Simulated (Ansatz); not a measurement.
Runs of Ansatz 0.2.0 on ZnCu2SnS4. Symmetry: I-4, No. 82, tetragonal system. The conventional cell has a = 5.434 Å, b = 5.434 Å, c = 10.850 Å, α = 90.00°, β = 90.00°, γ = 90.00°. Sn (site symmetry -4) has 4 S at 2.41 Å as nearest neighbours. Zn (site symmetry -4) has 4 S at 2.33 Å as nearest neighbours. Cu (site symmetry -4) has 4 S at 2.33 Å as nearest neighbours. Around Cu (site symmetry -4) lie 4 S at 2.33 Å. Around S (site symmetry 1) lie 1 Zn at 2.33 Å and 2 Cu at 2.33 Å and 1 Sn at 2.41 Å. 

```csv
level,cutoff (eV),gap on the mesh (eV),pressure (GPa),largest force (eV/Å)
BLYP,420,(b),6.5,0.63
RPBE,420,0.37,4.5,0.57
revPBE,420,0.35,3.9,0.58
PBE,420,0.29,2.1,0.62
LDA,420,0.18,-4.1,0.68
PBEsol,420,0.23,(a),0.66
r2SCAN,500,0.60,-0.2,0.45
```

Alike in all rows: task band structure; potentials or basis Ansatz PAW; no spin polarisation; cell as given; k mesh 7 × 7 × 7; smearing fermi-dirac 0.05 eV.

Question: Fill in the values left out.

Answer: (a) -1.7; (b) 0.28.

Caveats: spin-orbit coupling is left out, which moves the levels of the heavy elements; the PAW data sets come from PBE, with cores solved anew for the run's functional, which leaves a small shift of forces and pressure (some runs).

A k mesh can miss the band edges, and the runs leave out spin-orbit coupling on Sn.
